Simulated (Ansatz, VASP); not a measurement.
One calculation of Sb, two programs

```
Sb
1.0
     0.00000    2.22274    2.22274
     2.22274    0.00000    2.22274
     2.22274    2.22274    0.00000
Sb
1
Direct
  0.00000 0.00000 0.00000
```

Alike in both runs: functional PBE; k mesh 15 × 15 × 15; occupations fermi-dirac, width 0.08 eV; no spin polarisation.

Ansatz relaxed the structure, and its values are those at the end. VASP's run is a single point on that final structure, the one shown.

|  | VASP | Ansatz |
| --- | --- | --- |
| version | VASP 6.6.1 | Ansatz 0.2.0 |
| potentials or method | VASP PAW PBE potentials, release 64 (Sb), cutoff 520 eV | all-electron LAPW, scalar-relativistic |

```tsv
	VASP	Ansatz	Ansatz less VASP
pressure (GPa)	22.0	22.0	+0.04
```

Ansatz ran all-electron here, so the differences hold the error of VASP's frozen core and of both bases.

Caveats: so large a pressure means that the cell lies far from this level's equilibrium, or that cutoff or potentials fall short (VASP). Spin-orbit coupling is left out, which matters for the levels of Sb.
